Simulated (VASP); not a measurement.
**MgO: single point with PBEsol+D3**

**The experiment to reproduce.**

“Electronic structure of alkaline earth and post-transition metal oxides”, 2009, arxiv:0908.1581 quotes, for a bulk crystal of MgO: band gap 7.83 eV.

Crystal: MgO.

```
Mg O
1.0
     0.00000    2.09700    2.09700
     2.09700    0.00000    2.09700
     2.09700    2.09700    0.00000
Mg O
1 1
Direct
  0.00000 0.00000 0.00000
  0.50000 0.50000 0.50000
```

The cell is a database's computed one.

```yaml
Program: VASP 6.6.1
Task: single point
Functional: PBEsol
Dispersion: D3
Potentials_or_basis: VASP PAW PBE potentials, release 64 (Mg_sv_GW, O_GW)
Cutoff: 600 eV
k_mesh: 11 × 11 × 11
Occupations: fermi-dirac, width 0.1 eV
Spin: no spin polarisation
Further_INCAR_settings: ALGO = Fast; EDIFF = 1e-06
```

| Quantity | Value |
| --- | --- |
| Pressure | -1.8 GPa |
| Band gap on the k mesh | 4.76 eV, direct |
| Dispersion energy per atom | -0.167 eV |

Levels at points of the mesh, in eV from the valence-band top:
```tsv
k point	band 6	band 7	band 8	band 9	band 10	band 11
(0.00, 0.00, 0.00)	0.00	0.00	0.00	4.76	15.71	15.71
```

It took 11 s on 1 thread of AMD EPYC 9R45 (Zen 5) (shared host), peak memory 0.12 GiB.

A measured gap of MgO is 7.83 eV (quoted in “Electronic structure of alkaline earth and post-transition metal oxides”, 2009, arxiv:0908.1581); the calculated 4.76 eV misses it by -3.07 eV. The value is that of PBEsol+D3, without temperature or zero-point motion. Semilocal functionals fall short of measured gaps as a rule. The cell is a database's relaxed one, not the measured one, which moves gaps too.

Caveat: the PAW data sets were made with another functional, which shifts forces and pressure a little.
